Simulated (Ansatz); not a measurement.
# Al3As: the cost of one run

Method: DFT PBE, scalar-relativistic, plane waves, PAW, in Ansatz 0.2.0.

1 further run of the same task is left out (it didn't finish).

## (1) Starting point

The structure is hexagonal, space group P6/mmm (No. 191). The conventional cell has a = 4.787 Å, b = 4.787 Å, c = 4.999 Å, α = 90.00°, β = 90.00°, γ = 120.00°. Al (site symmetry 6/mmm) is surrounded by 2 As at 2.50 Å. Al (site symmetry -6m2) is surrounded by 3 Al at 2.76 Å and 3 As at 2.76 Å. As (site symmetry 6/mmm) is surrounded by 8 Al at 2.50 to 2.76 Å.

Coordinates:

```
Al As
1.0
     4.78658    0.00000    0.00000
    -2.39329    4.14530    0.00000
     0.00000    0.00000    4.99892
Al As
3 1
Direct
  0.00000 0.00000 0.50000
  0.33333 0.66667 0.00000
  0.66667 0.33333 0.00000
  0.00000 0.00000 0.00000
```

The cell was relaxed beforehand at this level, from a database cell with other species swapped in; it is a trial structure. At a tolerance of 0.05 Å it has space group P6/mmm (No. 191); it has 24.80 Å³/atom, an uncorrected energy of +0.61 eV/atom over the elements.

## (2) Bands, states and charges

The input, input.yaml:

```yaml
crystal:
  lattice:
    - [4.7865805201, 0.0, 0.0]
    - [-2.39329026, 4.1453003276, 0.0]
    - [0.0, 0.0, 4.9989178904]
  atoms:
    - { symbol: Al, position: [0.0, 0.0, 0.5] }
    - { symbol: Al, position: [0.3333333333, 0.6666666667, 0.0] }
    - { symbol: Al, position: [0.6666666667, 0.3333333333, 0.0] }
    - { symbol: As, position: [0.0, 0.0, 0.0] }
basis:
  ecutwfc: 420
kpoints:
  mp_grid: { grid: [12, 12, 10] }
  band_path:
    path:
      - [[0.0, 0.0, 0.0], [0.5, 0.0, 0.0], [0.33333333, 0.33333333, 0.0], [0.0, 0.0, 0.0], [0.0, 0.0, 0.5], [0.5, 0.0, 0.5], [0.33333333, 0.33333333, 0.5], [0.0, 0.0, 0.5]]
      - [[0.5, 0.0, 0.5], [0.5, 0.0, 0.0]]
      - [[0.33333333, 0.33333333, 0.5], [0.33333333, 0.33333333, 0.0]]
    npoints: 14
hamiltonian:
  xc: pbe
scf:
  occupations: { method: gaussian, width: 0.1 }
  n_extra_bands: 10
output:
  forces: true
  stress: true
  eigenvalues: true
  populations: true
  dos: { projected: true, de: 0.02, nscf_kmesh: { grid: [15, 15, 12] } }
  bader: true
  write_density: true
  write_potential: true
  elf: true
  volumetric_format: npy
```

Run with:

```
> ansatz run input.yaml --threads 1 --pin off --max-ram 2560MiB --backend cpu --events-out ev --progress --plain --runs-dir out
```

Q: Estimate wall time and peak memory on 1 thread of Arm Neoverse V2, shared host.

About 57 s, with a peak of 0.52 GiB.
